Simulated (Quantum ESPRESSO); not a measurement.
FeO (Wuestite) under changes of volume

One of the cells (10.013 Å³/atom); the others are scaled copies at fixed shape and fractional positions:

```xyz
2
Lattice="0.0000 2.1554 2.1554 2.1554 0.0000 2.1554 2.1554 2.1554 0.0000" Properties=species:S:1:pos:R:3 pbc="T T T"
Fe    0.0000    0.0000    0.0000
O     2.1554    2.1554    2.1554
```

- Program: Quantum ESPRESSO 7.5
- Functional: LDA
- Potentials or basis: GBRV 1.5 LDA
- Cutoff: 762 eV
- Density cutoff: 6095 eV
- k mesh: 11 × 11 × 11
- Occupations: fermi-dirac, width 0.05 eV
- Spin: collinear spin, ferromagnetic start
- Starting moments: [3.0, 0.0] μB

| volume (Å³/atom) | energy over the lowest point (meV/atom) | pressure (GPa) |
| --- | --- | --- |
| 9.413 | 0.00 | -4.2 |
| 9.613 | 7.47 | -8.3 |
| 9.813 | 20.07 | -12.1 |
| 10.013 | 37.17 | -15.5 |
| 10.214 | 58.25 | -18.4 |
| 10.414 | 82.85 | -21.1 |
| 10.614 | ? | ? |

Question: What does the run at 10.614 Å³/atom give?

Answer: Energy over the lowest point 110.63 meV/atom; pressure -23.4 GPa.

Worked out: A Birch-Murnaghan fit of order 3 (a polynomial in V^(-2/3)) to the other rows has its minimum at 9.26 Å³/atom, just outside them, with B0 = V·E''(V) = 235 GPa and B' = 4.7. It gives 110.47 meV/atom at 10.614 Å³/atom, against the run's 110.63, and -dE/dV = -23.3 GPa, against -23.4.

Energies are extrapolated to zero smearing.

Caveats: a cell with one magnetic atom can't hold antiferromagnetic order, which such compounds often take.
